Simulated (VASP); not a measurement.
Write the native input for VASP 6.6.1 that does the following.

* Task: relaxation of cell and atoms
* Functional: HSE03
* Potentials or basis: VASP PAW PBE potentials, release 64 (K_sv, Cl)
* Cutoff: 600 eV
* k mesh: 4 × 4 × 4
* Occupations: fermi-dirac, width 0.05 eV
* Spin: no spin polarisation
* Grid for exact exchange (PRECFOCK): Fast
* Further INCAR settings: ALGO = Normal; EDIFF = 1e-06; IBRION = 2; EDIFFG = -0.01; NSW = 40; ISIF = 3

KCl (Sylvite):

```xyz
2
Lattice="0.0000 3.1465 3.1465 3.1465 0.0000 3.1465 3.1465 3.1465 0.0000" Properties=species:S:1:pos:R:3 pbc="T T T"
K     0.0000    0.0000    0.0000
Cl    3.1465    3.1465    3.1465
```

The input as run:

POSCAR

```
KCl
1.0
    0.0000000000      3.1464700000      3.1464700000
    3.1464700000      0.0000000000      3.1464700000
    3.1464700000      3.1464700000      0.0000000000
K Cl
1 1
Direct
    0.0000000000      0.0000000000      0.0000000000
    0.5000000000      0.5000000000      0.5000000000
```

INCAR.step1

```
PREC = Accurate ; ENCUT = 600
EDIFF = 1E-5 ; ISMEAR = -1
SIGMA = 0.05 ; LREAL = False
LASPH = True ; NELM = 100
ALGO = Normal ; LWAVE = True
LCHARG = False ; GGA = PE
```

INCAR.step2

```
PREC = Accurate ; ENCUT = 600
EDIFF = 1E-6 ; ISMEAR = -1
SIGMA = 0.05 ; LREAL = False
LASPH = True ; NELM = 100
ALGO = Normal ; ISIF = 3
LWAVE = False ; LCHARG = False
GGA = PE ; LHFCALC = True
HFSCREEN = 0.3 ; PRECFOCK = Fast
IBRION = 2 ; NSW = 40
EDIFFG = -0.01 ; ISTART = 1
```

KPOINTS

```
regular mesh
0
Gamma
  4 4 4
```

Potentials or basis: VASP PAW PBE potentials, release 64 (K_sv, Cl).

Launch:

```bash
$ cat potpaw_PBE.64/K_sv/POTCAR potpaw_PBE.64/Cl/POTCAR > POTCAR
$ cp INCAR.step1 INCAR
$ mpirun -np 1 vasp_std > vasp.out
$ cp INCAR.step2 INCAR
$ mpirun -np 1 vasp_std > vasp.out
```

It gave:

```
Relaxed volume                         : 32.15 Å³/atom
Relaxed cell                           : a = 4.497 Å, b = 4.497 Å, c = 4.497 Å, α = 60.00°, β = 60.00°, γ = 60.00°
Space group after relaxing (to 0.05 Å) : Fm-3m (No. 225)
Energy gained by relaxing              : 1.5 meV/atom
Ionic steps                            : 3
Pressure after relaxing                : 0.0 GPa
Band gap on the k mesh                 : 6.14 eV, direct
```

Caveat: the k mesh is coarse (spacing up to 0.43 Å⁻¹), so the values aren't converged, least of all with exact exchange; the PAW data sets were made with another functional, which shifts forces and pressure a little.

Run time: 3.8 min on 1 thread of Intel(R) Xeon(R) 6975P-C (Granite Rapids), with other jobs on the host, peak memory 0.31 GiB.
